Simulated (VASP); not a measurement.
# CdS (I4/mmm) in VASP: single point with r2SCAN

Aim: the single point of CdS with r2SCAN.

Everything below comes from runs of VASP 6.6.1. Logs are shortened: lines on timing, memory, paths and dates and some standing lists are left out, and cuts for length are marked.

## (1) The cell of the first run

It takes space group I4/mmm (No. 139, tetragonal). The conventional cell has a = 4.031 Å, b = 4.031 Å, c = 5.276 Å, α = 90.00°, β = 90.00°, γ = 90.00°. Cd (site symmetry 4/mmm) has 6 S at 2.64 to 2.85 Å as nearest neighbours. S (site symmetry 4/mmm) is surrounded by 6 Cd at 2.64 to 2.85 Å.

The cell was built by a generator and needn't be a form met in nature.

## (2) Single point, r2SCAN (epitaxial_xy strain +4.5%)

File POSCAR:

```
CdS
1.0
    0.0000000000      2.8500268440      2.6377855154
    2.8500268440      0.0000000000      2.6377855154
    2.8500268440      2.8500268440      0.0000000000
Cd S
1 1
Direct
    0.0000000000      0.0000000000      0.0000000000
    0.5000000000      0.5000000000      0.5000000000
```

File INCAR.step1:

```
PREC     = Accurate       # precision mode
ENCUT    = 520            # plane-wave cutoff, eV
ISMEAR   = -1             # smearing method
SIGMA    = 0.02           # smearing width, eV
LREAL    = False          # projectors in reciprocal space
LASPH    = True           # aspherical terms in the spheres
NELM     = 100            # most SCF steps
NBANDS   = 16             # bands
GGA      = PE             # functional
ALGO     = Normal         # electronic algorithm
EDIFF    = 1E-4           # SCF threshold, eV
LWAVE    = True           # write WAVECAR
LCHARG   = False          # write CHGCAR
```

File INCAR.step2:

```
PREC     = Accurate       # precision mode
ENCUT    = 520            # plane-wave cutoff, eV
EDIFF    = 1E-6           # SCF threshold, eV
ISMEAR   = -1             # smearing method
SIGMA    = 0.02           # smearing width, eV
LREAL    = False          # projectors in reciprocal space
LASPH    = True           # aspherical terms in the spheres
NELM     = 100            # most SCF steps
ALGO     = Normal         # electronic algorithm
ISIF     = 2              # what is computed and relaxed
LWAVE    = False          # write WAVECAR
LCHARG   = False          # write CHGCAR
METAGGA  = R2SCAN         # meta-GGA
LMIXTAU  = True         
NBANDS   = 16             # bands
ISTART   = 1
```

File KPOINTS:

```
regular mesh
0
Gamma
  8 8 8
```

Potentials or basis: VASP PAW PBE potentials, release 64 (Cd, S).

Launch:

```bash
> cat potpaw_PBE.64/Cd/POTCAR potpaw_PBE.64/S/POTCAR > POTCAR
> cp INCAR.step1 INCAR
> mpirun -np 1 vasp_std > vasp.out
> cp INCAR.step2 INCAR
> mpirun -np 1 vasp_std > vasp.out
```

OUTCAR:

```text
PREC = Accurate
   ENCUT = 520
   EDIFF = 1E-6
   ISMEAR = -1
   LREAL = False
   LASPH = True
   NELM = 100
   ISIF = 2
   METAGGA = R2SCAN
   ISTART = 1

 ion  position               nearest neighbor table
   1  0.000  0.000  0.000-   2 2.64   2 2.64   2 2.85   2 2.85   2 2.85   2 2.85
   2  0.500  0.500  0.500-   1 2.64   1 2.64   1 2.85   1 2.85   1 2.85   1 2.85

  LATTYP: Found a body centered tetragonal cell.
 ALAT       =     4.0305466159
 C/A-ratio  =     1.3088971630

  Lattice vectors:

 A1 = (   0.0000000000,  -2.8500268440,  -2.6377855154)
 A2 = (   0.0000000000,   2.8500268440,  -2.6377855154)
 A3 = (   2.8500268440,   0.0000000000,   2.6377855154)

Analysis of symmetry for initial positions (statically):
=====================================================================
 Subroutine PRICEL returns:
 Original cell was already a primitive cell.

 Routine SETGRP: Setting up the symmetry group for a
 body centered tetragonal supercell.

 Subroutine GETGRP returns: Found 16 space group operations
 (whereof 16 operations were pure point group operations)
 out of a pool of 16 trial point group operations.

The static configuration has the point symmetry D_4h.

Analysis of symmetry for dynamics (positions and initial velocities):
=====================================================================
 Subroutine PRICEL returns:
 Original cell was already a primitive cell.

 Routine SETGRP: Setting up the symmetry group for a
 body centered tetragonal supercell.

 Subroutine GETGRP returns: Found 16 space group operations
 (whereof 16 operations were pure point group operations)
 out of a pool of 16 trial point group operations.

The dynamic configuration has the point symmetry D_4h.

 Subroutine INISYM returns: Found 16 space group operations
 (whereof 16 operations are pure point group operations),
 and found     1 'primitive' translations

----------------------------------------------------------------------------------------

                                     Primitive cell

  volume of cell :      42.8516

  direct lattice vectors                    reciprocal lattice vectors
     0.000000000  2.850026844  2.637785515    -0.175436944  0.175436944  0.189552940
     2.850026844  0.000000000  2.637785515     0.175436944 -0.175436944  0.189552940
     2.850026844  2.850026844  0.000000000     0.175436944  0.175436944 -0.189552940

  length of vectors
     3.883370371  3.883370371  4.030546616     0.312228378  0.312228378  0.312228378

  position of ions in fractional coordinates (direct lattice)
     0.000000000  0.000000000  0.000000000
     0.500000000  0.500000000  0.500000000

  ion indices of the primitive-cell ions
   primitive index   ion index
                 1           1
                 2           2

----------------------------------------------------------------------------------------

 KPOINTS: regular mesh

Automatic generation of k-mesh.
 Grid dimensions read from file:
 generate k-points for:    8    8    8

 Generating k-lattice:

  Cartesian coordinates                     Fractional coordinates (reciprocal lattice)
    -0.021929618  0.021929618  0.023694118     0.125000000 -0.000000000  0.000000000
     0.021929618 -0.021929618  0.023694118    -0.000000000  0.125000000  0.000000000
     0.021929618  0.021929618 -0.023694118     0.000000000  0.000000000  0.125000000

  Length of vectors
     0.039028547  0.039028547  0.039028547

  Shift w.r.t. Gamma in fractional coordinates (k-lattice)
     0.000000000  0.000000000  0.000000000

 Subroutine IBZKPT returns following result:
 ===========================================

 Found     59 irreducible k-points:

 Following reciprocal coordinates:
            Coordinates               Weight
  0.000000  0.000000  0.000000      1.000000
  0.125000  0.000000  0.000000      8.000000
  0.250000  0.000000  0.000000      8.000000
  0.375000  0.000000  0.000000      8.000000
  0.500000  0.000000  0.000000      4.000000
  0.125000  0.125000  0.000000      2.000000
[... 16 lines left out ...]
  0.250000  0.000000  0.125000     16.000000
  0.375000  0.000000  0.125000     16.000000
 [... further k-points ...]
   k-points           NKPTS =     59   k-points in BZ     NKDIM =     59   number of bands    NBANDS=     16
   number of dos      NEDOS =    301   number of ions     NIONS =      2
   total plane-waves  NPLWV =  27000
   dimension x,y,z NGX =    30 NGY =   30 NGZ =   30
   dimension x,y,z NGXF=    60 NGYF=   60 NGZF=   60
   ions per type =               1   1
   NGX,Y,Z   is equivalent  to a cutoff of  12.84, 12.84, 12.37 a.u.
   NGXF,Y,Z  is equivalent  to a cutoff of  25.69, 25.69, 24.75 a.u.
 SYSTEM =  unknown system
   PREC   = accura    normal or accurate (medium, high low for compatibility)
   ISTART =      1    job   : 0-new  1-cont  2-samecut
   ICHARG =      0    charge: 1-file 2-atom 10-const
   ISPIN  =      1    spin polarized calculation?
   LNONCOLLINEAR =      F non collinear calculations
   LSORBIT =      F    spin-orbit coupling
   LASPH  =      T    aspherical Exc in radial PAW
   ENCUT  =  520.0 eV  38.22 Ry    6.18 a.u.   7.22  7.22  7.49*2*pi/ulx,y,z
   NELM   =    100;   NELMIN=  2; NELMDL=  0     # of ELM steps
   EDIFF  = 0.1E-05   stopping-criterion for ELM
   LREAL  =      F    real-space projection
[... 7 lines left out ...]
   TEBEG  =    0.0;   TEEND  =   0.0 temperature during run
   PSTRESS=    0.0 pullay stress
   NELECT =      18.0000    total number of electrons
   NUPDOWN=      -1.0000    fix difference up-down
   EMIN   =  10.00;   EMAX   =-10.00  energy-range for DOS
   EFERMI =   0.00;   METHOD = LEGACY
   ISMEAR =    -1;   SIGMA  =   0.02  broadening in eV -4-tet -1-fermi 0-gaus
   EFERMI_NEDOS =   21; number of points for ismear=-14 and -15
   IALGO  =     38    algorithm
   IMIX   =      4    mixing-type and parameters
     AMIX     =   0.40;   BMIX     =  1.00
     AMIX_MAG =   1.60;   BMIX_MAG =  1.00
  volume/ion in A,a.u.               =      21.43       144.59
  Fermi-wavevector in a.u.,A,eV,Ry     =   1.226055  2.316908 20.452418  1.503210
  Thomas-Fermi vector in A             =   2.361070
   LORBIT       =      0    0 simple, 1 ext, 2 COOP (PROOUT), +10 PAW based schemes
   METAGGA = R2SCAN    functional components
   LHFCALC =     F    Hartree Fock is set to
   AEXX    =    0.0000 exact exchange contribution
   IVDW    =     0    specifies the selected vdW correction
   LEPSILON=     F    determine dielectric tensor
   LRPA    =     F    only Hartree local field effects (RPA)
 non-spin polarized calculation
  energy-cutoff  :      520.00
  volume of cell :       42.85
 maximum number of plane-waves:      1178
 NGX is ok and might be reduce to    30
   NGX = 15   NGY = 15   NGZ = 15

 number of electron      18.0000000 magnetization

 Free energy of the ion-electron system (eV)
  ---------------------------------------------------
  ext. energy  EPLUGINS =         0.00000000
  ---------------------------------------------------
  free energy    TOTEN  =       -29.46764795 eV

  energy without entropy =      -29.46764780  energy(sigma->0) =      -29.46764788

 E-fermi :   2.5923     XC(G=0): -10.7039

 val. band max:        2.3765664936   @ k =   0.5000   0.0000   0.0000
 cond. band min:       2.7800252118   @ k =   0.5000   0.5000   0.0000
 fundamental gap:      0.4034587182
 Fermi energy:         2.5922879487

 k-point     1 :       0.0000    0.0000    0.0000
  band No.  band energies     occupation
      1     -10.7852      2.00000
      2      -5.5894      2.00000
      3      -5.5894      2.00000
      4      -5.5589      2.00000
      5      -5.5544      2.00000
      6      -5.5129      2.00000
[... 8 lines left out ...]
     15      13.5469      0.00000
     16      14.2266      0.00000

 k-point     2 :       0.1250    0.0000    0.0000
  band No.  band energies     occupation
      1     -10.6588      2.00000
      2      -5.6087      2.00000
      3      -5.6054      2.00000
      4      -5.5896      2.00000
      5      -5.5490      2.00000
      6      -5.5049      2.00000
[... 8 lines left out ...]
     15      13.0053      0.00000
     16      14.3980      0.00000

 k-point     3 :       0.2500    0.0000    0.0000
  band No.  band energies     occupation
      1     -10.3222      2.00000
      2      -5.7381      2.00000
      3      -5.6897      2.00000
      4      -5.6237      2.00000
      5      -5.4763      2.00000
      6      -5.4674      2.00000
[... 8 lines left out ...]
     15      13.6385      0.00000
     16      14.0263      0.00000

 k-point     4 :       0.3750    0.0000    0.0000
  band No.  band energies     occupation
      1      -9.9238      2.00000
      2      -5.8765      2.00000
      3      -5.7734      2.00000
      4      -5.6984      2.00000
      5      -5.4216      2.00000
      6      -5.3998      2.00000
[... 8 lines left out ...]
     15      14.8510      0.00000
     16      15.0890      0.00000

 k-point     5 :       0.5000    0.0000    0.0000
  band No.  band energies     occupation
      1      -9.7322      2.00000
      2      -5.9432      2.00000
      3      -5.8074      2.00000
      4      -5.7446      2.00000
      5      -5.4018      2.00000
      6      -5.3675      2.00000
[... 8 lines left out ...]
     15      15.4447      0.00000
     16      16.1543      0.00000

 k-point     6 :       0.1250    0.1250    0.0000
  band No.  band energies     occupation
      1     -10.5782      2.00000
      2      -5.7221      2.00000
      3      -5.5677      2.00000
      4      -5.5677      2.00000
      5      -5.5404      2.00000
      6      -5.5354      2.00000
[... 8 lines left out ...]
     15      14.4845      0.00000
     16      15.1406      0.00000
[... 267 lines left out ...]
 k-point    21 :       0.5000    0.5000    0.0000
  band No.  band energies     occupation
      1      -9.9072      2.00000
      2      -5.6684      2.00000
      3      -5.4320      2.00000
      4      -5.3308      2.00000
      5      -5.3308      2.00000
      6      -4.5583      2.00000
[... 8 lines left out ...]
     15      16.9774      0.00000
     16      17.3442      0.00000

 k-point    22 :       0.1250    0.0000    0.1250
  band No.  band energies     occupation
      1     -10.6461      2.00000
      2      -5.6142      2.00000
      3      -5.6064      2.00000
      4      -5.5573      2.00000
      5      -5.5422      2.00000
      6      -5.4955      2.00000
[... 8 lines left out ...]
     15      14.8866      0.00000
     16      15.0165      0.00000

 k-point    23 :       0.2500    0.0000    0.1250
  band No.  band energies     occupation
      1     -10.4151      2.00000
      2      -5.6676      2.00000
      3      -5.6211      2.00000
      4      -5.5991      2.00000
      5      -5.4962      2.00000
      6      -5.4580      2.00000
[... 8 lines left out ...]
     15      14.5530      0.00000
     16      15.5001      0.00000

 k-point    24 :       0.3750    0.0000    0.1250
  band No.  band energies     occupation
      1     -10.0613      2.00000
      2      -5.7253      2.00000
      3      -5.7086      2.00000
      4      -5.6547      2.00000
      5      -5.4270      2.00000
      6      -5.4090      2.00000
[... 8 lines left out ...]
     15      15.1453      0.00000
     16      15.6077      0.00000

 [... further k-points ...]
[... 5 lines left out ...]
  --------------------------------------------------------------------------------------
  -------------------------------------------------------------------------------------
  Total       -1.1940669     -1.1940669      0.1474825      0.0000000      0.0000000     -0.0000000
  in kB      -44.6449001    -44.6449001      5.5142144      0.0000000      0.0000000     -0.0000000
  external PRESSURE =     -27.9251953 kB  Pullay stress =       0.0000000 kB

 VOLUME and BASIS-vectors are now :
 -----------------------------------------------------------------------------
  energy-cutoff  :      520.00
  volume of cell :       42.85
      direct lattice vectors                 reciprocal lattice vectors
     0.000000000  2.850026844  2.637785515    -0.175436944  0.175436944  0.189552940
     2.850026844  0.000000000  2.637785515     0.175436944 -0.175436944  0.189552940
     2.850026844  2.850026844  0.000000000     0.175436944  0.175436944 -0.189552940

 POSITION                                       TOTAL-FORCE (eV/Angst)
 -----------------------------------------------------------------------------------
      0.00000      0.00000      0.00000        -0.000000      0.000000      0.000000
      2.85003      2.85003      2.63779         0.000000     -0.000000      0.000000
 -----------------------------------------------------------------------------------
    total drift:                               -0.000000      0.000000      0.000000

  FREE ENERGIE OF THE ION-ELECTRON SYSTEM (eV)
  ---------------------------------------------------
  free  energy   TOTEN  =       -29.4676479490 eV

  energy  without entropy=      -29.4676478032  energy(sigma->0) =      -29.46764788
```

Run time: 97 s. Hardware: 1 thread of Intel Xeon 6975P-C (Granite Rapids), shared host; peak memory 0.19 GiB.

What came out:

* Free energy: -29.4676 eV
* Pressure: -2.8 GPa
* Band gap on the k mesh: 0.40 eV, indirect (least direct gap 1.88 eV)

Caveat: the PAW data sets were made with another functional, which shifts forces and pressure a little. A k mesh can miss the band edges.
